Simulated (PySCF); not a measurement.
**Where the electron goes**

C3H6O2.
Cartesian coordinates in Å at the GFN2-xTB level; atoms count from 1:
```
atom  x, y, z in Å
C1    -1.443    0.229    0.412
C2    -0.156   -0.574    0.293
C3     1.015    0.290   -0.098
O4     0.989    1.472   -0.305
O5     2.145   -0.431   -0.196
H6    -2.269   -0.419    0.691
H7    -1.334    1.006    1.164
H8    -1.675    0.709   -0.535
H9    -0.250   -1.361   -0.459
H10    0.095   -1.060    1.239
H11    2.888    0.140   -0.447
```

Computed with TDDFT CAM-B3LYP/def2-SVPD, vertical, gas phase, core orbitals frozen in the response (PySCF 2.14.0, density-fitted response routines).

Kohn–Sham orbitals with the atoms that hold most of them (Löwdin shares over 4%, at most four atoms; ? is withheld):

| orbital | ε (eV) | atoms |
| --- | --- | --- |
| HOMO-3 | -11.97 | C1 31%, H6 14%, C2 12%, O4 9% |
| HOMO-2 | -11.55 | C1 28%, C2 23%, H7 11%, H8 11% |
| HOMO-1 | -10.95 | O5 42%, O4 42%, C3 12% |
| HOMO | ? | ? |
| LUMO | 1.04 | ? |
| LUMO+1 | 1.28 | C3 37%, O4 29%, O5 12%, C2 10% |
| LUMO+2 | 1.61 | C1 21%, O5 18%, H6 12%, H11 10% |

Q: Give the leading atoms of the LUMO.

A: O5 (bonded to C and H) 28%; C3 (bonded to C and 2 O) 20%; H11 (bonded to O) 14%; C2 (bonded to 2 C and 2 H) 10%. By element: carbon 29% or more, oxygen 28% or more, hydrogen 14% or more.

Q: Give the leading atoms of the HOMO.

A: O4 (bonded to C) 66%; O5 (bonded to C and H) 11%; C2 (bonded to 2 C and 2 H) 9%; C3 (bonded to C and 2 O) 9%. By element: oxygen 78%, carbon 18% or more.

Q: What is the HOMO energy, and the HOMO–LUMO gap?

A: ε(HOMO) = -9.72 eV; the gap is 10.76 eV (0.3953 hartree).

Q: The HOMO–LUMO gap is 10.76 eV. Where does the response calculation put the lowest singlet, and from which orbitals?

A: S1 is at 5.97 eV (f = 0.0002), 4.79 eV below the gap, made of HOMO→LUMO+1 (94%). Its leading pair isn't HOMO and LUMO; the energies of that pair differ by 10.99 eV. 

Q: Give energy, strength and leading configuration of S1, S2 and S4, and follow the Löwdin shares of the leading atoms from the occupied to the empty orbital.

A: 
- S1 (5.97 eV, f 0.0002), HOMO→LUMO+1 (94%): O4 66% → 29%, O5 11% → 12%, C3 9% → 37%; low, almost dark, from the terminal oxygen into the C=O bond, the pattern of n→π*
- S2 (7.59 eV, f 0.054), HOMO→LUMO (90%): O4 66% → at most 10%, O5 11% → 28%, C3 9% → 20%
- S4 (8.47 eV, f 0.0032), HOMO-1→LUMO (85%): O5 42% → 28%, O4 42% → at most 10%, C3 12% → 20%

One conformer stands for the species.
